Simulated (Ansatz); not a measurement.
Mg$_{2}$Si squeezed and stretched

A database entry relaxed whole under r2SCAN (Fm-3m):

```
Mg Si
1.0
     0.00000    3.17012    3.17012
     3.17012    0.00000    3.17012
     3.17012    3.17012    0.00000
Mg Si
2 1
Cartesian
  1.5851 1.5851 1.5851
  4.7552 4.7552 4.7552
  0.0000 0.0000 0.0000
```

The cell was scaled uniformly, its shape held, and the atoms relaxed at each volume with plane-wave PAW DFT (Ansatz 0.2.0; r2SCAN, 500 eV, 9×9×9 Γ-centred mesh, fermi-dirac occupations of width 0.100 eV; no spin, no spin-orbit coupling). One row is withheld.

```json
{"volume (Å³/atom)": "19.965", "energy over the lowest (meV/atom)": "15.3", "pressure (GPa)": "4.04", "gap over mesh and path (eV)": "0.38"}
{"volume (Å³/atom)": "20.390", "energy over the lowest (meV/atom)": "?", "pressure (GPa)": "?", "gap over mesh and path (eV)": "?"}
{"volume (Å³/atom)": "20.814", "energy over the lowest (meV/atom)": "1.6", "pressure (GPa)": "1.21", "gap over mesh and path (eV)": "0.43"}
{"volume (Å³/atom)": "21.239", "energy over the lowest (meV/atom)": "0.0", "pressure (GPa)": "-0.01", "gap over mesh and path (eV)": "0.45"}
{"volume (Å³/atom)": "21.664", "energy over the lowest (meV/atom)": "1.5", "pressure (GPa)": "-1.12", "gap over mesh and path (eV)": "0.47"}
{"volume (Å³/atom)": "22.089", "energy over the lowest (meV/atom)": "5.8", "pressure (GPa)": "-2.12", "gap over mesh and path (eV)": "0.49"}
{"volume (Å³/atom)": "22.513", "energy over the lowest (meV/atom)": "12.7", "pressure (GPa)": "-3.03", "gap over mesh and path (eV)": "0.51"}
```

**Question.** Fit the pressures of the other rows to the third-order Birch-Murnaghan form.

**Answer.** With f = [(V₀/V)^(2/3) − 1]/2 and P = 3B₀f(1 + 2f)^(5/2)[1 + 3(B₀′ − 4)f/2], least squares gives V₀ = 21.23 Å³ an atom, B₀ = 58.1 GPa and B₀′ = 4.0; the rows miss the fit by less than 0.01 GPa. The slope of the energies differs from these pressures by less than 0.05 GPa.

**Question.** How does the gap move with volume?

**Answer.** A parabola in ln(V/V₀) through the other rows has the slope dE_g/d ln V = +1.1 eV at V₀, so by B₀ the gap moves by -19 meV a GPa: it narrows under pressure.

**Question.** What does the withheld row hold?

**Answer.** The fit gives 2.55 GPa at 20.390 Å³; the run gave 2.55 GPa and 6.5 meV an atom. Its gap is 0.40 eV, against 0.40 eV from the parabola.

Caveats: the shape of the cell was held; 0 K, fixed nuclei; the symmetry was kept, and this need not be the phase that is stable at 0 K; one mesh for all volumes; r2SCAN gaps lie as a rule under measured ones; the slope of the gap can be off by tens of per cent, more where shallow d levels or spin-orbit coupling act on the edges; pressure is positive in compression.
